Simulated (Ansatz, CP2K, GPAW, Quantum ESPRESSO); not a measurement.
## Ti: 5 runs at one level of theory

```xyz
2
Lattice="2.9500 0.0000 0.0000 -1.4750 2.5548 0.0000 0.0000 0.0000 4.6800" Properties=species:S:1:pos:R:3 pbc="T T T"
Ti    1.4750    0.8516    3.5100
Ti    0.0000    1.7032    1.1700
```

Alike in all runs: task band structure; functional LDA; k mesh 10 × 10 × 6; occupations fermi-dirac, width 0.05 eV; no spin polarisation; no spin-orbit coupling. LDA stands for any of its common fits. Pressure is positive in compression and, in plane waves, holds the error of the finite cutoff, which Ansatz's Pulay term estimates and takes out.

```
                                                    program and potentials  plane-wave cutoff (eV)                                                                                   notes  pressure (GPa)
                                                        Ansatz, Ansatz PAW                     420  potentials made for PBE, which Ansatz adapts in part; Pulay term of +0.03 GPa included           -9.79
           CP2K, GTH_POTENTIALS Ti GTH-PADE-q12; TZVP-MOLOPT-PBE-GTH basis                       -                                                                            atomic basis           -9.50
                        Quantum ESPRESSO, PseudoDojo 0.4.1 SR LDA standard                    1143                                                                                       -           -9.69
                            Ansatz, all-electron LAPW, scalar-relativistic                       -                                                                                       -           -9.79
GPAW, the program's PAW data sets (release 1.2.1) made for this functional                     600                                                                                       -          -10.28
```

The pressure spans -10.28 (GPAW, the program's PAW data sets (release 1.2.1) made for this functional) to -9.50 GPa (CP2K, GTH_POTENTIALS Ti GTH-PADE-q12; TZVP-MOLOPT-PBE-GTH basis), with all-electron results at -9.79. Rows in atomic bases carry the error of their basis and grid, which can be large.

The functional is the same throughout but for its coding, so the spread measures potentials, basis and numerics; runs on potential files found faulty are left out.
